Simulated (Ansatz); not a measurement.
# Bands of InP

```yaml
crystal:
  lattice:
    - [0.00000, 2.85500, 2.85500]
    - [2.85500, 0.00000, 2.85500]
    - [2.85500, 2.85500, 0.00000]
  atoms:
    - { symbol: In, position: [0.00000, 0.00000, 0.00000] }
    - { symbol: P, position: [0.50000, 0.50000, 0.50000] }
```

Atoms are numbered in the order listed.

Conventional cell: a = 5.710 Å, b = 5.710 Å, c = 5.710 Å, α = 90.00°, β = 90.00°, γ = 90.00°. In (atom 1) is surrounded by 6 P at 2.85 Å. Around P (atom 2) lie 6 In at 2.85 Å.

The geometry is COD entry 1538565, unchecked; take it as a test cell.

No spin–orbit coupling, which matters for the heavy atoms here.

Computed with DFT, LDA, all-electron LAPW, scalar-relativistic (Ansatz 0.2.0).

Numerical set-up: a Γ-centred 11×11×11 k mesh, Fermi–Dirac smearing of 0.05 eV, basis error target 1 meV/atom, no spin polarisation.

Points in fractions of the reciprocal vectors of this cell: Γ (0, 0, 0), X (0.5, 0, 0.5), U (0.625, 0.25, 0.625), K (0.375, 0.375, 0.75), L (0.5, 0.5, 0.5), W (0.5, 0.25, 0.75). The path joins them by straight lines in the order Γ–X–U–K–Γ–L–W–X; legs that retrace an earlier one aren't tabulated. Energies are in eV from the Fermi level.

(1) Metal or insulator at this level of theory?

(2) Tabulate bands 14 to 19, counted from the lowest band of the run, along the path.

Results:

(1) No gap opens: metallic or semimetallic.

(2) 
| k (1/Å) | point | band 14 | band 15 | band 16 | band 17 | band 18 | band 19 |
| --- | --- | --- | --- | --- | --- | --- | --- |
| 0.00 | Γ | -11.35 | -0.33 | -0.19 | -0.19 | -0.19 | 7.10 |
| 0.16 |  | -11.27 | -1.35 | -0.30 | -0.30 | 0.96 | 6.38 |
| 0.31 |  | -11.04 | -2.24 | -0.60 | -0.60 | 2.10 | 4.62 |
| 0.47 |  | -10.65 | -2.96 | -1.00 | -1.00 | 1.64 | 4.66 |
| 0.63 |  | -10.12 | -3.51 | -1.40 | -1.40 | 0.05 | 4.73 |
| 0.79 |  | -9.50 | -3.93 | -1.73 | -1.73 | -1.39 | 4.34 |
| 0.94 |  | -8.94 | -4.24 | -2.39 | -1.95 | -1.95 | 4.11 |
| 1.10 | X | -8.69 | -4.39 | -2.75 | -2.03 | -2.03 | 4.03 |
| 1.16 |  | -8.69 | -4.38 | -2.92 | -2.01 | -1.86 | 4.06 |
| 1.21 |  | -8.69 | -4.35 | -3.24 | -1.98 | -1.55 | 4.17 |
| 1.27 |  | -8.68 | -4.29 | -3.59 | -1.91 | -1.22 | 4.34 |
| 1.32 |  | -8.68 | -4.22 | -3.94 | -1.82 | -0.90 | 4.57 |
| 1.38 |  | -8.69 | -4.26 | -4.12 | -1.71 | -0.58 | 4.83 |
| 1.43 |  | -8.71 | -4.56 | -4.01 | -1.58 | -0.28 | 5.11 |
| 1.49 | U | -8.74 | -4.81 | -3.87 | -1.43 | 0.01 | 5.34 |
| 1.59 |  | -8.76 | -4.93 | -3.73 | -1.63 | 0.48 | 5.32 |
| 1.68 |  | -8.79 | -5.02 | -3.46 | -2.09 | 1.23 | 4.74 |
| 1.78 |  | -8.80 | -5.07 | -3.13 | -2.53 | 1.89 | 4.07 |
| 1.87 |  | -8.80 | -5.07 | -3.13 | -2.53 | 1.89 | 4.07 |
| 1.97 |  | -8.79 | -5.02 | -3.46 | -2.09 | 1.23 | 4.74 |
| 2.07 |  | -8.76 | -4.93 | -3.73 | -1.63 | 0.48 | 5.32 |
| 2.16 | K | -8.74 | -4.81 | -3.87 | -1.43 | 0.01 | 5.34 |
| 2.33 |  | -8.99 | -5.25 | -3.36 | -0.86 | 0.87 | 5.28 |
| 2.50 |  | -9.47 | -5.14 | -2.73 | -0.23 | 1.77 | 4.37 |
| 2.66 |  | -10.06 | -4.59 | -2.01 | 0.24 | 2.79 | 3.83 |
| 2.83 |  | -10.59 | -3.74 | -1.30 | 0.31 | 2.94 | 3.98 |
| 3.00 |  | -11.01 | -2.68 | -0.71 | 0.11 | 2.00 | 5.27 |
| 3.16 |  | -11.26 | -1.50 | -0.32 | -0.11 | 0.93 | 6.52 |
| 3.33 | Γ | -11.35 | -0.33 | -0.19 | -0.19 | -0.19 | 7.10 |
| 3.47 |  | -11.29 | -1.30 | -0.18 | -0.18 | 0.69 | 6.56 |
| 3.60 |  | -11.12 | -2.36 | -0.15 | -0.15 | 1.50 | 5.80 |
| 3.74 |  | -10.85 | -3.42 | -0.10 | -0.10 | 2.08 | 5.19 |
| 3.87 |  | -10.48 | -4.42 | -0.02 | -0.02 | 2.36 | 4.47 |
| 4.01 |  | -10.07 | -5.30 | 0.07 | 0.07 | 2.41 | 3.87 |
| 4.15 |  | -9.70 | -5.96 | 0.15 | 0.15 | 2.37 | 3.48 |
| 4.28 | L | -9.54 | -6.22 | 0.18 | 0.18 | 2.34 | 3.35 |
| 4.39 |  | -9.50 | -6.18 | -0.20 | 0.05 | 2.63 | 2.87 |
| 4.51 |  | -9.40 | -6.05 | -0.93 | -0.34 | 2.35 | 2.99 |
| 4.62 |  | -9.23 | -5.84 | -1.70 | -0.98 | 2.09 | 3.28 |
| 4.73 |  | -9.04 | -5.55 | -2.38 | -1.72 | 2.00 | 3.57 |
| 4.84 |  | -8.84 | -5.18 | -2.93 | -2.46 | 2.00 | 3.87 |
| 4.95 |  | -8.70 | -4.78 | -3.29 | -3.10 | 2.03 | 4.13 |
| 5.06 | W | -8.65 | -4.54 | -3.42 | -3.42 | 2.04 | 4.24 |
| 5.14 |  | -8.65 | -4.49 | -3.66 | -3.16 | 1.72 | 4.59 |
| 5.22 |  | -8.65 | -4.35 | -3.87 | -2.90 | 1.06 | 5.35 |
| 5.30 |  | -8.66 | -4.13 | -4.05 | -2.64 | 0.33 | 5.04 |
| 5.38 |  | -8.67 | -4.20 | -3.82 | -2.40 | -0.40 | 4.63 |
| 5.45 |  | -8.68 | -4.30 | -3.45 | -2.20 | -1.08 | 4.31 |
| 5.53 |  | -8.69 | -4.37 | -3.03 | -2.07 | -1.68 | 4.10 |
| 5.61 | X | -8.69 | -4.39 | -2.75 | -2.03 | -2.03 | 4.03 |
